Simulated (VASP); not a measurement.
## H2CO2: single point with PBE+D3(BJ)

The system is H2CO2.

```
O C H
1.0
     8.21500    0.00000    0.00000
     0.00000    8.21500    0.00000
     0.00000    0.00000    8.21500
O C H
16 8 16
Direct
  0.61942 0.60106 0.69954
  0.43105 0.52863 0.89203
  0.05429 0.41928 0.12112
  0.90841 0.45181 0.87915
  0.79889 0.91580 0.03573
  0.89665 0.13570 0.17108
  0.25278 0.97898 0.65793
  0.41069 0.21917 0.62991
  0.43737 0.54247 0.36799
  0.65690 0.66482 0.23559
  0.85752 0.12887 0.64071
  0.98498 0.32743 0.49722
  0.28010 0.04366 0.96775
  0.42656 0.13458 0.17399
  0.02094 0.67495 0.33862
  0.18732 0.80790 0.16623
  0.47162 0.55434 0.75498
  0.01630 0.48939 0.98450
  0.85795 0.06768 0.03987
  0.32362 0.11330 0.57609
  0.52383 0.66841 0.30410
  0.86202 0.26495 0.55003
  0.37019 0.16034 0.04024
  0.08226 0.80166 0.27309
  0.69467 0.57910 0.78898
  0.38334 0.56331 0.64752
  0.98467 0.32101 0.14749
  0.09794 0.59344 0.96631
  0.74554 0.87055 0.13983
  0.87106 0.11625 0.91357
  0.27206 0.99074 0.77915
  0.29277 0.09709 0.44270
  0.50225 0.44032 0.34735
  0.45154 0.77450 0.31001
  0.96553 0.08543 0.64430
  0.73675 0.32302 0.54674
  0.25008 0.95938 0.04788
  0.35439 0.28256 0.97994
  0.06913 0.56752 0.30662
  0.01559 0.90799 0.32360
```

The cell was built by a generator and needn't be a form met in nature.

| Quantity | Value |
| --- | --- |
| Program | VASP 6.6.1 |
| Task | single point |
| Functional | PBE |
| Dispersion | D3(BJ) |
| Potentials or basis | VASP PAW PBE potentials, release 64 (O, C, H) |
| Cutoff | 520 eV |
| k mesh | 1 × 1 × 1 |
| Occupations | fermi-dirac, width 0.02 eV |
| Spin | no spin polarisation |

| Item | Value |
| --- | --- |
| Pressure | -0.8 GPa |
| Largest force | 3.916 eV/Å |
| Band gap on the k mesh | 4.14 eV, direct |
| Dispersion energy per atom | -0.041 eV |

Forces in eV/Å, atoms in the order of the input:
```
O   -0.166 -0.606  0.326
O   -0.129 -0.717  2.054
O   -0.132 -1.021  1.079
O    1.865  0.290  2.542
O   -0.895 -0.001  0.302
O   -0.401 -0.025 -1.584
O    0.623  1.666 -0.489
O   -0.118 -0.119  0.441
O    1.505 -0.583 -0.784
O   -0.413 -0.194  0.508
O   -1.190 -0.030 -0.155
O    0.235 -0.150 -0.428
O   -0.191  0.454 -1.098
O    0.989  0.421  0.645
O   -0.345 -2.312  1.243
O    0.293 -0.043 -0.118
C   -1.063  1.502 -3.283
C   -1.828  0.557 -3.418
C    0.135 -0.527  1.667
C   -0.762 -1.917 -0.789
C    0.413 -1.043 -0.629
C   -0.868  1.207  0.562
C   -1.407  0.697  0.320
C   -0.161  1.758 -0.508
H    0.823  0.115  0.281
H    0.603 -0.326  0.863
H   -0.152 -0.354 -0.084
H    0.025  0.237 -0.188
H    0.871  0.352 -0.896
H    0.071  0.107  0.581
H    0.025  0.196 -0.459
H    0.156  0.309  0.751
H   -0.657  0.629  0.263
H   -0.795  1.446  0.337
H    1.364 -0.603  0.034
H    0.701 -0.519 -0.178
H   -0.012 -0.902  0.746
H    0.733 -0.686 -0.010
H   -0.170  0.499 -0.178
H    0.423  0.233 -0.268
```

Stress tensor (GPa, compression positive):
```
-1.27 -0.45 -0.06
-0.45 -0.62 -0.06
-0.06 -0.06 -0.66
```

Levels at points of the mesh, in eV from the valence-band top:
```
           k point  band 68  band 69  band 70  band 71  band 72  band 73  band 74  band 75  band 76  band 77
(0.00, 0.00, 0.00)    -0.64    -0.34    -0.24    -0.15     0.00     4.14     4.54     4.65     4.78     4.85
```

Run time: 63 s on 1 thread of Intel(R) Xeon(R) Platinum 8488C (Sapphire Rapids), on a shared host, peak memory 0.53 GiB.

Caveat: the standard files for N, O and F lose accuracy on very short bonds. PBE gaps usually lie below the measured ones, often by a third to a half.
